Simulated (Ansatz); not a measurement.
# PbS: energy and stress against strain

This session takes PbS and sets out to see how energy and stress answer to the strain pattern (1, 1, 0, 0, 0, 0).

Method: DFT PBE, scalar-relativistic, plane waves, PAW, in Ansatz 0.2.0.

## 1. The starting structure

Symmetry: Fm-3m, No. 225, cubic system. The conventional cell has a = 5.930 Å, b = 5.930 Å, c = 5.930 Å, α = 90.00°, β = 90.00°, γ = 90.00°. Pb (site symmetry m-3m) is surrounded by 6 S at 2.96 Å. S (site symmetry m-3m) has 6 Pb at 2.96 Å in its first shell of neighbours.

Structure file:

```cif
data_structure
_symmetry_space_group_name_H-M 'P 1'
_symmetry_Int_Tables_number 1
_cell_length_a 4.1931
_cell_length_b 4.1931
_cell_length_c 4.1931
_cell_angle_alpha 60.000
_cell_angle_beta 60.000
_cell_angle_gamma 60.000
_cell_volume 52.13
loop_
_atom_site_label
_atom_site_type_symbol
_atom_site_fract_x
_atom_site_fract_y
_atom_site_fract_z
_atom_site_occupancy
Pb1 Pb 0.00000 0.00000 0.00000 1
S1 S 0.50000 0.50000 0.50000 1
```

The cell is taken as given, not relaxed at this level.

## 2. Zero of energy

Reference values: F = -12809.5566 eV; pressure 2.28 GPa; largest force 0.000 eV/Å; gap on the mesh 0.35 eV. It was computed beforehand with the settings of the runs below.

## 3. Next: energy and stress against strain

The cell is strained by ε times the Voigt pattern (1, 1, 0, 0, 0, 0) (xx, yy, zz, yz, xz, xy; engineering shear), with fractional coordinates fixed (clamped ions). The stress on the pattern is the sum of the stress components weighted by it, tension positive.

## 4. At ε = -0.0400

input.yaml

```yaml
crystal:
  lattice:
    - [0.0, 2.8464, 2.965]
    - [2.8464, 0.0, 2.965]
    - [2.8464, 2.8464, 0.0]
  atoms:
    - { symbol: Pb, position: [0.0, 0.0, 0.0] }
    - { symbol: S, position: [0.5, 0.5, 0.5] }
basis:
  ecutwfc: 420
kpoints:
  mp_grid: { grid: [10, 10, 10] }
hamiltonian:
  xc: pbe
scf:
  occupations: { method: gaussian, width: 0.03 }
output:
  forces: true
  stress: true
  eigenvalues: true
  write_density: true
  write_potential: true
  elf: true
  volumetric_format: npy
```

The run is started by

```console
ansatz run input.yaml --threads 1 --pin off --max-ram 2560MiB --backend cpu --events-out ev --progress --plain --runs-dir out
```

## 5. Point ε = 0.0300

input.yaml

```yaml
crystal:
  lattice:
    - [0.0, 3.05395, 2.965]
    - [3.05395, 0.0, 2.965]
    - [3.05395, 3.05395, 0.0]
  atoms:
    - { symbol: Pb, position: [0.0, 0.0, 0.0] }
    - { symbol: S, position: [0.5, 0.5, 0.5] }
basis:
  ecutwfc: 420
kpoints:
  mp_grid: { grid: [10, 10, 10] }
hamiltonian:
  xc: pbe
scf:
  occupations: { method: gaussian, width: 0.03 }
output:
  forces: true
  stress: true
  eigenvalues: true
```

## 6. Point ε = -0.0200

input.yaml, as its differences from that of step 5:

```diff
@@ -2,5 +2,5 @@
   lattice:
-    - [0.0, 3.05395, 2.965]
-    - [3.05395, 0.0, 2.965]
-    - [3.05395, 3.05395, 0.0]
+    - [0.0, 2.9057, 2.965]
+    - [2.9057, 0.0, 2.965]
+    - [2.9057, 2.9057, 0.0]
   atoms:
```

## 7. ε = 0.0100

input.yaml, as its differences from that of step 6:

```diff
@@ -2,5 +2,5 @@
   lattice:
-    - [0.0, 2.9057, 2.965]
-    - [2.9057, 0.0, 2.965]
-    - [2.9057, 2.9057, 0.0]
+    - [0.0, 2.99465, 2.965]
+    - [2.99465, 0.0, 2.965]
+    - [2.99465, 2.99465, 0.0]
   atoms:
@@ -20 +20,5 @@
   eigenvalues: true
+  write_density: true
+  write_potential: true
+  elf: true
+  volumetric_format: npy
```

## 8. ε = 0.0400

input.yaml

```yaml
crystal:
  lattice:
    - [0.0, 3.0836, 2.965]
    - [3.0836, 0.0, 2.965]
    - [3.0836, 3.0836, 0.0]
  atoms:
    - { symbol: Pb, position: [0.0, 0.0, 0.0] }
    - { symbol: S, position: [0.5, 0.5, 0.5] }
basis:
  ecutwfc: 420
kpoints:
  mp_grid: { grid: [10, 10, 10] }
hamiltonian:
  xc: pbe
scf:
  occupations: { method: gaussian, width: 0.03 }
output:
  forces: true
  stress: true
  eigenvalues: true
```

## 9. Point ε = -0.0300

input.yaml, as its differences from that of step 8:

```diff
@@ -2,5 +2,5 @@
   lattice:
-    - [0.0, 3.0836, 2.965]
-    - [3.0836, 0.0, 2.965]
-    - [3.0836, 3.0836, 0.0]
+    - [0.0, 2.87605, 2.965]
+    - [2.87605, 0.0, 2.965]
+    - [2.87605, 2.87605, 0.0]
   atoms:
```

## 10. Point ε = 0.0200

input.yaml, as its differences from that of step 9:

```diff
@@ -2,5 +2,5 @@
   lattice:
-    - [0.0, 2.87605, 2.965]
-    - [2.87605, 0.0, 2.965]
-    - [2.87605, 2.87605, 0.0]
+    - [0.0, 3.0243, 2.965]
+    - [3.0243, 0.0, 2.965]
+    - [3.0243, 3.0243, 0.0]
   atoms:
@@ -20 +20,5 @@
   eigenvalues: true
+  write_density: true
+  write_potential: true
+  elf: true
+  volumetric_format: npy
```

## 11. Point ε = -0.0100

input.yaml

```yaml
crystal:
  lattice:
    - [0.0, 2.93535, 2.965]
    - [2.93535, 0.0, 2.965]
    - [2.93535, 2.93535, 0.0]
  atoms:
    - { symbol: Pb, position: [0.0, 0.0, 0.0] }
    - { symbol: S, position: [0.5, 0.5, 0.5] }
basis:
  ecutwfc: 420
kpoints:
  mp_grid: { grid: [10, 10, 10] }
hamiltonian:
  xc: pbe
scf:
  occupations: { method: gaussian, width: 0.03 }
output:
  forces: true
  stress: true
  eigenvalues: true
```

## 12. Point ε = 0.0350

input.yaml, as its differences from that of step 11:

```diff
@@ -2,5 +2,5 @@
   lattice:
-    - [0.0, 2.93535, 2.965]
-    - [2.93535, 0.0, 2.965]
-    - [2.93535, 2.93535, 0.0]
+    - [0.0, 3.068775, 2.965]
+    - [3.068775, 0.0, 2.965]
+    - [3.068775, 3.068775, 0.0]
   atoms:
```

(Steps that only read results are left out.)

Before running it: what results should come out? Wanted: slope of the stress at ε = 0, over ±0.0100.

**Answer**, as computed:

```
                                  quantity    value
slope of the stress at ε = 0, over ±0.0100  338 GPa
```

What this shows: The slope of the stress at zero strain, 338 GPa, estimates C11 + C22 + 2 C12 with clamped ions in this Cartesian frame; letting the atoms relax could not make it stiffer. The reference stands under 2.3 GPa, so this is no zero-stress constant. The energy drops below the reference, by 4.8 meV/atom at ε = 0.0100; the cell was taken as given and not relaxed at this level. Compression costs more than tension: 79.9 against 7.7 meV/atom at the ends. The gap on the mesh stays between 0.04 and 0.58 eV. These runs have no spin-orbit coupling; with Pb it would split and shift bands.
